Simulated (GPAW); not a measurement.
# MgS (Niningerite) (Fm-3m) in GPAW: settings compared, part 2 of 2

GPAW 26.7.0.

**3. Relaxation of cell and atoms, PBEsol+D4**

run.py reads:

```python
from ase import Atoms
from ase.calculators.mixing import SumCalculator
from ase.filters import FrechetCellFilter
from ase.io import write
from ase.optimize import BFGS
from dftd4.ase import DFTD4
from gpaw import GPAW, PW, setup_paths

setup_paths.insert(0, '.')

atoms = Atoms(['S', 'Mg'],
              cell=[[0.0, 2.60165, 2.60165],
                    [2.60165, 0.0, 2.60165],
                    [2.60165, 2.60165, 0.0]],
              scaled_positions=[[0.5, 0.5, 0.5],
                                [0.0, 0.0, 0.0]],
              pbc=True)

calc = GPAW(mode=PW(800),
            xc='PBEsol',
            kpts={'size': (9, 9, 9), 'gamma': True},
            occupations={'name': 'fermi-dirac', 'width': 0.05},
            nbands=16,
            convergence={'density': 1e-05, 'forces': 0.0001},
            maxiter=150,
            txt='gpaw.txt')
atoms.calc = SumCalculator([calc, DFTD4(method='pbesol')])
opt = BFGS(FrechetCellFilter(atoms), trajectory='relax.traj', logfile='-')
done = opt.run(fmax=0.02, steps=60)
calc.write('gs.gpw')
write('result.traj', atoms)
print('Converged:', done)
print('Cell:', atoms.cell.cellpar().round(4))
print('Volume:', round(atoms.get_volume(), 4))
print(atoms.get_scaled_positions().round(5))
```

Potentials or basis: PAW data sets generated in the run's folder for this functional, pw.

Run with:

```sh
gpaw-setup -f PBEsol Mg S
OMP_NUM_THREADS=1 python run.py
```

gpaw.txt:

```text
__  _  _
 | _ |_)|_||  |
 |__||  | ||/\| - 26.7.0

Input parameters:
  mode=PW(ecut=800.0),
  convergence={'density': 1e-05, 'forces': 0.0001},
  kpts=MonkhorstPack(size=(9, 9, 9), gamma=True),
  maxiter=150,
  nbands=16,
  occupations=Occupations(name='fermi-dirac', width=0.05),
  xc=XC(name='PBEsol')

Diagonalizing LCAO Hamiltonian
Converting LCAO to pw mode

               S

       Mg

Atoms  # Å, Bohr magnetons
|   | symbol |        x |        y |        z |    initial magnetic moments |
|---|--------|----------|----------|----------|-----------------------------|
| 0 |      S | 2.601650 | 2.601650 | 2.601650 | ( 0.0000,  0.0000,  0.0000) |
| 1 |     Mg | 0.000000 | 0.000000 | 0.000000 | ( 0.0000,  0.0000,  0.0000) |

Unit cell  # Å
| periodic |        x |        y |        z |  lengths |    angles |
|----------|----------|----------|----------|----------|-----------|
|      yes | 0.000000 | 2.601650 | 2.601650 | 3.679289 | 60.000000 |
|      yes | 2.601650 | 0.000000 | 2.601650 | 3.679289 | 60.000000 |
|      yes | 2.601650 | 2.601650 | 0.000000 | 3.679289 | 60.000000 |

Number of symmetries: 48
Symmetry operations  # r_c * U_cc + t_c -> r_c
|    | kind |            matrix            |
|----|------|------------------------------|
|  0 |  σ   |  1, 0, 0,  1, 0,-1,  1,-1, 0 |
[... 490 lines left out ...]
|  0.00000 | -0.00000 | -0.00000 |  # S    0
| -0.00000 | -0.00000 |  0.00000 |  # Mg   1

Interpolating wave functions to new cell

               S

       Mg

Atoms  # Å, Bohr magnetons
|   | symbol |         x |         y |         z |    initial magnetic moments |
|---|--------|-----------|-----------|-----------|-----------------------------|
| 0 |      S |  2.574788 |  2.574788 |  2.574788 | ( 0.0000,  0.0000,  0.0000) |
| 1 |     Mg | -0.000000 | -0.000000 | -0.000000 | ( 0.0000,  0.0000,  0.0000) |

Unit cell  # Å
| periodic |        x |        y |        z |  lengths |    angles |
|----------|----------|----------|----------|----------|-----------|
|      yes | 0.000000 | 2.574788 | 2.574788 | 3.641300 | 59.999999 |
|      yes | 2.574788 | 0.000000 | 2.574788 | 3.641300 | 59.999999 |
|      yes | 2.574788 | 2.574788 | 0.000000 | 3.641300 | 59.999999 |
[... 150 lines left out ...]
SCF iterations
|iter     | |      energy | eigst |  dens |force |
|---------|-|-------------|-------|-------|------|
|iter:   1| |   -9.189042 | -1.49 |       |      |
|iter:   2| |   -9.185701 | -3.94 | -1.90 |      |
|iter:   3| |   -9.170849 | -3.41 | -1.94 |      |
|iter:   4| |   -9.170616 | -5.12 | -2.88 |      |
|iter:   5| |   -9.170578c| -5.32 | -3.21 |      |
|iter:   6| |   -9.170579c| -7.02 | -4.02 |      |
|iter:   7| |   -9.170579c| -8.20c| -4.55 |      |
|iter:   8| |   -9.170579c| -7.77c| -5.42c|      |
|iter:   9| |   -9.170579c|-10.12c| -6.31c|-24.42c|

Converged in 9 steps
Energy contributions relative to reference atoms: (reference = -16277.884661)

Energy contributions:
  Kinetic:           8.421088
  Coulomb:          -6.891505
  Zero:              0.051540
  External:          0.000000
  Xc:              -10.751702
  Entropy:          -0.000000
  Spinorbit:         0.000000
  ----------------------------
  Free energy:      -9.170579
  Extrapolated:     -9.170579
[... 24 lines left out ...]
Gap: 2.906 eV
Transition (v -> c):
  (s=0, k=0, n=7, [0.00, 0.00, 0.00]) -> (s=0, k=80, n=8, [0.44, 0.44, 0.00])
Direct/indirect transitions are different
Direct gap: 3.843 eV
Transition at: (s=0, k=0, n=7, [0.00, 0.00, 0.00])

Stress tensor  # eV/Ang^3
|         x |         y |         z |
|-----------|-----------|-----------|
| -0.009891 |  0.000000 |  0.000000 |
|  0.000000 | -0.009891 |  0.000000 |
|  0.000000 |  0.000000 | -0.009891 |

Forces  # eV/Ang
|        x |        y |        z |
|----------|----------|----------|
|  0.00000 |  0.00000 | -0.00000 |  # S    0
| -0.00000 | -0.00000 |  0.00000 |  # Mg   1

# Writing to gs.gpw (mode='')
```

stdout:

```text
Step          Energy          fmax
BFGS:    0       -9.502257        0.255666
BFGS:    1       -9.504781        0.210680
BFGS:    2       -9.509876        0.007018
Converged: True
Cell: [ 3.6413  3.6413  3.6413 60.     60.     60.    ]
Volume: 34.1393
[[0.5 0.5 0.5]
 [0.  0.  0. ]]
```

Wall time 98 s (1 thread of Intel Xeon Platinum 8488C (Sapphire Rapids), shared host); peak memory 0.29 GiB.

What came out:

```yaml
Free_energy: -9.5099 eV
Relaxed_volume: 17.07 Å³/atom
Relaxed_cell: a = 3.641 Å, b = 3.641 Å, c = 3.641 Å, α = 60.00°, β = 60.00°, γ = 60.00°
Space_group_after_relaxing_to_0.05_Å: Fm-3m (No. 225)
Energy_gained_by_relaxing: 3.8 meV/atom
Ionic_steps: 3
Pressure_after_relaxing: 0.1 GPa
Band_gap_on_the_k_mesh: 2.91 eV, indirect (least direct gap 3.84 eV)
Dispersion_energy_per_atom: -0.170 eV
```

Step by step:
| step | energy change (eV) | largest force (eV/Å) | pressure (GPa) | volume (Å³) |
| --- | --- | --- | --- | --- |
| 1 | 0.0000 | 0.0000 | -2.33 | 35.22 |
| 2 | -0.0025 | 0.0000 | -1.93 | 35.03 |
| 3 | -0.0076 | 0.0000 | 0.07 | 34.14 |

Final structure:
```
S Mg
1.0
     0.00000    2.57479    2.57479
     2.57479    0.00000    2.57479
     2.57479    2.57479    0.00000
S Mg
1 1
Cartesian
  2.5748 2.5748 2.5748
  0.0000 0.0000 0.0000
```

Levels at points of the mesh, in eV from the valence-band top:
```tsv
k point	band 4	band 5	band 6	band 7	band 8	band 9	band 10	band 11	band 12
(0.00, 0.00, 0.00)	-41.39	-12.86	0.00	0.00	0.00	3.84	7.79	7.79	7.79
```

Caveat: later steps reuse the first step's grids; an odd mesh through Γ misses points on the zone boundary, where band edges often lie.

**4. Single point, LDA**

run.py reads:

```python
from ase import Atoms
from ase.dft.bandgap import bandgap
from ase.io import write
from ase.units import GPa
from gpaw import GPAW, PW

atoms = Atoms(['S', 'Mg'],
              cell=[[0.0, 2.60165, 2.60165],
                    [2.60165, 0.0, 2.60165],
                    [2.60165, 2.60165, 0.0]],
              scaled_positions=[[0.5, 0.5, 0.5],
                                [0.0, 0.0, 0.0]],
              pbc=True)

calc = GPAW(mode=PW(600),
            xc='LDA',
            kpts={'size': (7, 7, 7), 'gamma': True},
            occupations={'name': 'fermi-dirac', 'width': 0.05},
            nbands=16,
            maxiter=120,
            txt='gpaw.txt')
atoms.calc = calc
energy = atoms.get_potential_energy()
forces = atoms.get_forces()
stress = atoms.get_stress()
calc.write('gs.gpw')
write('result.traj', atoms)
print(f'Energy: {energy:.6f} eV')
print('Forces (eV/A):')
print(forces.round(4))
print('Stress (GPa):', (stress / GPa).round(3))
print('Fermi level:', round(calc.get_fermi_level(), 4), 'eV')
print(f'Gap: {bandgap(calc)[0]:.4f} eV, direct: {bandgap(calc, direct=True)[0]:.4f} eV')
```

Potentials or basis: the program's PAW data sets (release 1.2.1) made for this functional, pw.

Run with:

```sh
OMP_NUM_THREADS=1 python run.py
```

gpaw.txt:

```text
__  _  _
 | _ |_)|_||  |
 |__||  | ||/\| - 26.7.0

Input parameters:
  mode=PW(ecut=600.0),
  kpts=MonkhorstPack(size=(7, 7, 7), gamma=True),
  maxiter=120,
  nbands=16,
  occupations=Occupations(name='fermi-dirac', width=0.05),
  xc=XC(name='LDA')

Diagonalizing LCAO Hamiltonian
Converting LCAO to pw mode

               S

       Mg

Atoms  # Å, Bohr magnetons
|   | symbol |        x |        y |        z |    initial magnetic moments |
|---|--------|----------|----------|----------|-----------------------------|
| 0 |      S | 2.601650 | 2.601650 | 2.601650 | ( 0.0000,  0.0000,  0.0000) |
| 1 |     Mg | 0.000000 | 0.000000 | 0.000000 | ( 0.0000,  0.0000,  0.0000) |

Unit cell  # Å
| periodic |        x |        y |        z |  lengths |    angles |
|----------|----------|----------|----------|----------|-----------|
|      yes | 0.000000 | 2.601650 | 2.601650 | 3.679289 | 60.000000 |
|      yes | 2.601650 | 0.000000 | 2.601650 | 3.679289 | 60.000000 |
|      yes | 2.601650 | 2.601650 | 0.000000 | 3.679289 | 60.000000 |

[... 197 lines left out ...]

Energy contributions:
  Kinetic:           5.847235
  Coulomb:          -4.773108
  Zero:             -0.014237
  External:          0.000000
  Xc:              -10.667414
  Entropy:          -0.000000
  Spinorbit:         0.000000
  ----------------------------
  Free energy:      -9.607524
  Extrapolated:     -9.607524

dipole moment: (-7.526129, -7.526129, -7.526129)  # |e|*Ang

Fermi level: 5.625
Eigenvalues  # (at kpt = [0.000, 0.000, 0.000])
| band index |      eig [eV] | occ [0-2] |
|------------|---------------|-----------|
|          0 |       -69.699 |     2.000 |
|          1 |       -37.146 |     2.000 |
|          2 |       -37.146 |     2.000 |
|          3 |       -37.146 |     2.000 |
|          4 |        -8.219 |     2.000 |
|          5 |         4.432 |     2.000 |
[... 8 lines left out ...]
|         14 |        16.797 |     0.000 |
|         15 |        17.390 |     0.000 |

Gap: 2.780 eV
Transition (v -> c):
  (s=0, k=0, n=7, [0.00, 0.00, 0.00]) -> (s=0, k=16, n=8, [0.43, 0.43, 0.00])
Direct/indirect transitions are different
Direct gap: 3.483 eV
Transition at: (s=0, k=0, n=7, [0.00, 0.00, 0.00])

Forces  # eV/Ang
|       x |       y |       z |
|---------|---------|---------|
| 0.00000 | 0.00000 | 0.00000 |  # S    0
| 0.00000 | 0.00000 | 0.00000 |  # Mg   1

Stress tensor  # eV/Ang^3
|        x |        y |        z |
|----------|----------|----------|
| 0.020642 | 0.000000 | 0.000000 |
| 0.000000 | 0.020642 | 0.000000 |
| 0.000000 | 0.000000 | 0.020642 |

# Writing to gs.gpw (mode='')
```

stdout:

```text
Energy: -9.607524 eV
Forces (eV/A):
[[0. 0. 0.]
 [0. 0. 0.]]
Stress (GPa): [3.307 3.307 3.307 0.    0.    0.   ]
Fermi level: 5.6249 eV
Gap: 2.7799 eV, direct: 3.4828 eV
```

Wall time 11 s (1 thread of Intel Xeon Platinum 8259CL at 2.50GHz (Skylake/Cascade Lake), shared host); peak memory 0.14 GiB.

Results:

* Free energy: -9.6075 eV
* Pressure: -3.3 GPa
* Band gap on the k mesh: 2.78 eV, indirect (least direct gap 3.48 eV)

Levels at points of the mesh, in eV from the valence-band top:
| k point | band 4 | band 5 | band 6 | band 7 | band 8 | band 9 | band 10 | band 11 | band 12 |
| --- | --- | --- | --- | --- | --- | --- | --- | --- | --- |
| (0.00, 0.00, 0.00) | -41.58 | -12.65 | 0.00 | 0.00 | 0.00 | 3.48 | 7.80 | 7.80 | 7.80 |

Caveat: the cutoff is short for stress and forces, so pressures can be off by a GPa or more; an odd mesh through Γ misses points on the zone boundary, where band edges often lie.

**5. The runs side by side**

| task | level | potentials or basis | cell | k mesh | cutoff (eV) | maxiter | optimizer | fmax | max steps | convergence | gap on the mesh (eV) | pressure (GPa) | relaxed volume (Å³/atom) |
| --- | --- | --- | --- | --- | --- | --- | --- | --- | --- | --- | --- | --- | --- |
| relaxation of cell and atoms | PBEsol+D3(BJ)+ATM | PAW data sets generated in the run's folder for this functional, pw | relaxed | 9 × 9 × 9 | 800 | 150 | BFGS | 0.02 eV/Å | 60 | density=1e-05 forces=0.0001 | 2.93 | 0.1 | 16.84 |
| relaxation of cell and atoms | PBEsol+D4 | PAW data sets generated in the run's folder for this functional, pw | relaxed | 9 × 9 × 9 | 800 | 150 | BFGS | 0.02 eV/Å | 60 | density=1e-05 forces=0.0001 | 2.91 | 0.1 | 17.07 |
| single point | LDA | the program's PAW data sets (release 1.2.1) made for this functional, pw | as given | 7 × 7 × 7 | 600 | 120 | - | - | - | default | 2.78 | -3.3 | - |

Alike in all rows: no spin polarisation; smearing fermi-dirac 0.05 eV.

Caveats: an odd mesh through Γ misses points on the zone boundary, where band edges often lie; later steps reuse the first step's grids (some runs); the cutoff is short for stress and forces, so pressures can be off by a GPa or more (some runs).

Absolute energies hang on the potentials; compare differences alone.
